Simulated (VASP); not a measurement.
# HC18 in VASP: further runs, part 2 of 2

VASP 6.6.1. The steps go on from the part before.

**4. Single point, PBEsol, collinear spin, zero start**

File INCAR:

```
ALGO = Normal
EDIFF = 1E-6
ENCUT = 520
GGA = PS
ISIF = 2
ISMEAR = 0
ISPIN = 2
LASPH = T
LCHARG = T
LELF = T
LORBIT = 11
LREAL = Auto
LVHAR = T
LWAVE = F
MAGMOM = 0 0 0 0 0 0 0 0 0 0 0 0 0 0 0 0 0 0 0
NBANDS = 56
NELM = 150
PREC = Accurate
SIGMA = 0.02
```

File KPOINTS:

```
k-points
0
Gamma
  2 2 1
```

File POSCAR:

```
HC18
1.0
    7.3980000000      0.0000000000      0.0000000000
   -3.6990000000      6.4068560000      0.0000000000
    0.0000000000      0.0000000000     12.0000000000
C H
18 1
Direct
   -0.0033128571     -0.0010039245      0.1015240000
    0.2244077954      0.1128531685      0.0834382500
   -0.0042657898      0.3325443868      0.0805222500
    0.2187286809      0.4430764481      0.0811405000
   -0.0042668792      0.6644930056      0.0805226667
    0.2187282797      0.7769553428      0.0811392500
    0.3311904542     -0.0000494782      0.0805249167
    0.5526109580      0.1108423539      0.0781439167
    0.3311901177      0.3325429821      0.0805271667
    0.5526110592      0.4430720778      0.0781465833
    0.3300210689      0.6656628462      0.0808223333
    0.5526074934      0.7769551868      0.0811415833
    0.6631395669     -0.0000504147      0.0805244167
    0.8828267036      0.1128553537      0.0834320000
    0.6633541421      0.3323289926      0.0778114167
    0.8848400191      0.4430717656      0.0781421667
    0.6631405491      0.6644933178      0.0805270833
    0.8828308481      0.7712756460      0.0834355000
    0.9966842068      0.9989996654      0.1960333333
```

Potentials or basis: VASP PAW PBE potentials, release 64 (C, H).

Started as:

```bash
$ cat potpaw_PBE.64/C/POTCAR potpaw_PBE.64/H/POTCAR > POTCAR
$ mpirun -np 1 vasp_std > vasp.out
```

OUTCAR:

```text
EDIFF = 1E-6
   ENCUT = 520
   GGA = PS
   ISIF = 2
   ISMEAR = 0
   ISPIN = 2
   LASPH = T
   LORBIT = 11
   LREAL = Auto
   NELM = 150
   PREC = Accurate

 ion  position               nearest neighbor table
   1  0.997  0.999  0.102-  19 1.13   2 1.48  18 1.48  14 1.48
   2  0.224  0.113  0.083-   7 1.41   9 1.41   1 1.48
   3  0.996  0.333  0.081-  14 1.41  16 1.42   4 1.43
   4  0.219  0.443  0.081-  11 1.43   3 1.43   9 1.43
   5  0.996  0.664  0.081-  18 1.41  16 1.42   6 1.43
   6  0.219  0.777  0.081-  11 1.43   7 1.43   5 1.43
   7  0.331  1.000  0.081-   2 1.41   8 1.42   6 1.43
[... 9 lines left out ...]
  17  0.663  0.664  0.081-  18 1.41  10 1.42  12 1.43
  18  0.883  0.771  0.083-   5 1.41  17 1.41   1 1.48
  19  0.997  0.999  0.196-   1 1.13

  LATTYP: Found a hexagonal cell.
 ALAT       =     7.3980000000
 C/A-ratio  =     1.6220600162

  Lattice vectors:

 A1 = (   7.3980000000,   0.0000000000,   0.0000000000)
 A2 = (  -3.6990000000,   6.4068560000,   0.0000000000)
 A3 = (   0.0000000000,   0.0000000000,  12.0000000000)

Analysis of symmetry for initial positions (statically):
=====================================================================
 Subroutine PRICEL returns:
 Original cell was already a primitive cell.

 Routine SETGRP: Setting up the symmetry group for a
 hexagonal supercell.

 Subroutine GETGRP returns: Found  2 space group operations
 (whereof  1 operations were pure point group operations)
 out of a pool of 24 trial point group operations.

The static configuration has the point symmetry C_1 .
 The point group associated with its full space group is C_1h.

Analysis of symmetry for dynamics (positions and initial velocities):
=====================================================================
 Subroutine PRICEL returns:
 Original cell was already a primitive cell.

 Routine SETGRP: Setting up the symmetry group for a
[... 201 lines left out ...]
      5     -18.4628      1.00000
      6     -18.4502      1.00000
[... 142 lines left out ...]
     47       4.1271      0.00000
     48       4.2704      0.00000
 Fermi energy:        -1.4931275736

 spin component 2

 k-point     1 :       0.0000    0.0000    0.0000
  band No.  band energies     occupation
      1     -21.1610      1.00000
      2     -18.8369      1.00000
      3     -18.5793      1.00000
      4     -18.5792      1.00000
      5     -18.4628      1.00000
      6     -18.4502      1.00000
[... 142 lines left out ...]
     47       4.1270      0.00000
     48       4.2705      0.00000
 [bands above 48 left out]

------------------------ aborting loop because EDIFF is reached ----------------------------------------

  FORCE on cell =-STRESS in cart. coord.  units (eV):
  Direction    XX          YY          ZZ          XY          YZ          ZX
  --------------------------------------------------------------------------------------
  -------------------------------------------------------------------------------------
  Total        1.7526941      1.7466111     -0.0753235     -0.0052680      0.0016506     -0.0028591
  in kB        4.9371482      4.9200132     -0.2121782     -0.0148395      0.0046496     -0.0080537
  external PRESSURE =       3.2149944 kB  Pullay stress =       0.0000000 kB

 VOLUME and BASIS-vectors are now :
 -----------------------------------------------------------------------------
  energy-cutoff  :      520.00
  volume of cell :      568.78
      direct lattice vectors                 reciprocal lattice vectors
     7.398000000  0.000000000  0.000000000     0.135171668  0.078041398  0.000000000
    -3.699000000  6.406856000  0.000000000     0.000000000  0.156082796  0.000000000
     0.000000000  0.000000000 12.000000000     0.000000000  0.000000000  0.083333333

 POSITION                                       TOTAL-FORCE (eV/Angst)
 -----------------------------------------------------------------------------------
      3.67820      6.40042      1.21829        -0.002135      0.001233     -0.013619
      1.24273      0.72303      1.00126        -0.008964     -0.002514     -0.006715
      6.13636      2.13056      0.96627         0.005791      0.006315      0.004090
     -0.02079      2.83873      0.97369        -0.001414     -0.000596      0.000890
      4.90847      4.25731      0.96627         0.011497     -0.000154      0.001071
     -1.25581      4.97784      0.97367         0.000251     -0.000145     -0.001376
[... 11 lines left out ...]
      3.67823      4.94145      1.00123        -0.002304      0.009020     -0.006715
      3.67817      6.40045      2.35240         0.000509     -0.000294      0.039800
 -----------------------------------------------------------------------------------
    total drift:                               -0.007265      0.009564      0.054618

  FREE ENERGIE OF THE ION-ELECTRON SYSTEM (eV)
  ---------------------------------------------------
  free  energy   TOTEN  =      -175.1313646398 eV

  energy  without entropy=     -175.1313645232  energy(sigma->0) =     -175.13136458

 total charge

# of ion       s       p       d       tot
------------------------------------------
    1        0.839   1.818   0.000   2.656
    2        0.861   1.768   0.000   2.629
    3        0.857   1.801   0.000   2.658
    4        0.857   1.770   0.000   2.627
    5        0.857   1.801   0.000   2.659
    6        0.857   1.770   0.000   2.627
[... 11 lines left out ...]
   18        0.861   1.768   0.000   2.629
   19        0.569   0.042   0.000   0.610
--------------------------------------------------
tot         15.993  32.249   0.000  48.243

 magnetization (x)

# of ion       s       p       d       tot
------------------------------------------
    1        0.000  -0.000   0.000   0.000
    2        0.000   0.000   0.000   0.000
    3       -0.000  -0.000   0.000  -0.000
    4        0.000   0.000   0.000   0.000
    5       -0.000  -0.000   0.000  -0.000
    6       -0.000   0.000   0.000   0.000
[... 11 lines left out ...]
   18        0.000   0.000   0.000   0.000
   19        0.000   0.000   0.000   0.000
--------------------------------------------------
tot         -0.000  -0.000   0.000  -0.000
```

OSZICAR:

```text
N       E                     dE             d eps       ncg     rms          rms(c)
DAV:   1     0.574539560585E+03    0.57454E+03   -0.28758E+04   680   0.102E+03
[... 17 lines left out ...]
DAV:  19    -0.175131307773E+03   -0.78278E-04   -0.40702E-06   696   0.494E-03    0.158E-03
DAV:  20    -0.175131339108E+03   -0.31334E-04   -0.13388E-06   688   0.295E-03    0.692E-04
DAV:  21    -0.175131355885E+03   -0.16778E-04   -0.91717E-07   624   0.202E-03    0.472E-04
DAV:  22    -0.175131361206E+03   -0.53207E-05   -0.31436E-07   576   0.114E-03    0.378E-04
DAV:  23    -0.175131363454E+03   -0.22484E-05   -0.12829E-07   576   0.788E-04    0.208E-04
DAV:  24    -0.175131364464E+03   -0.10099E-05   -0.55795E-08   512   0.581E-04    0.217E-04
DAV:  25    -0.175131364640E+03   -0.17550E-06   -0.82664E-09   544   0.273E-04
   1 F= -.17513136E+03 E0= -.17513136E+03  d E =-.116572E-06  mag=    -0.0000
```

stdout:

```text
POSCAR found type information on POSCAR C H
 POSCAR found :  2 types and      19 ions
 scaLAPACK will be used
 -----------------------------------------------------------------------------
|                                                                             |
|                                                                             |
|     You enforced a specific xc type in the INCAR file but a different       |
|     I HOPE YOU KNOW WHAT YOU ARE DOING!                                     |
|                                                                             |
 -----------------------------------------------------------------------------

 LDA part: xc-table for (Slater+PW92), standard interpolation
 POSCAR, INCAR and KPOINTS ok, starting setup
 FFT: planning ... GRIDC
 FFT: planning ... GRID_SOFT
 FFT: planning ... GRID
 WAVECAR not read
 entering main loop
```

Run time: 6.5 min. Hardware: 1 thread of Intel Xeon 6975P-C (Granite Rapids), shared host; peak memory 0.8 GiB.

What came out:

```yaml
Free_energy: -175.1314 eV
Largest_force: 0.040 eV/Å
Band_gap_on_the_k_mesh: none (metal or under the smearing width)
Net_moment: 0.00 μB per cell
Valence_electrons_inside_the_program's_atomic_spheres: C 2.66, 2.63, 2.64, 2.65; H 0.61
```

Forces in eV/Å, atoms in the order of the input:
```
C   -0.002  0.001 -0.014
C   -0.009 -0.003 -0.007
C    0.006  0.006  0.004
C   -0.001 -0.001  0.001
C    0.011  0.000  0.001
C    0.000  0.000 -0.001
C    0.006 -0.010  0.001
C   -0.004 -0.002 -0.005
C   -0.004  0.001  0.001
C    0.004 -0.002 -0.004
C   -0.002  0.001  0.000
C    0.000  0.002  0.001
C   -0.003 -0.008  0.004
C    0.004 -0.002 -0.007
C    0.000  0.000 -0.006
C    0.000  0.004 -0.005
C   -0.003  0.003  0.001
C   -0.002  0.009 -0.007
H    0.001  0.000  0.040
```

Caveat: the k mesh is coarse (spacing up to 0.49 Å⁻¹), so the values aren't converged; the PAW data sets were made with another functional, which shifts forces and pressure a little.

**5. The runs side by side**

| spin | cell | gap on the mesh (eV) | moment (μB) | largest force (eV/Å) |
| --- | --- | --- | --- | --- |
| collinear, typed start | P3m1, 29.94 Å³/atom | none | 0.00 | 0.04 |
| collinear, zero start | P1, 29.94 Å³/atom | none | 0.00 | 0.78 |
| collinear, zero start | P3m1, 29.94 Å³/atom | none | 0.00 | 0.04 |

Some of these runs hold the atoms at other places in the same cell, which the table doesn't show; runs alike in all that it shows share one row.

Alike in all rows: task single point; level PBEsol; potentials or basis VASP PAW PBE potentials, release 64 (C, H); k mesh 2 × 2 × 1; cutoff (eV) 520; smearing gaussian 0.02 eV; the mesh is coarse, so values aren't converged.

Caveats: all runs use coarse meshes; the PAW data sets were made with another functional, which shifts forces and pressure a little.

Total energies depend on the potentials used, so only differences within one code and one set of settings carry meaning.
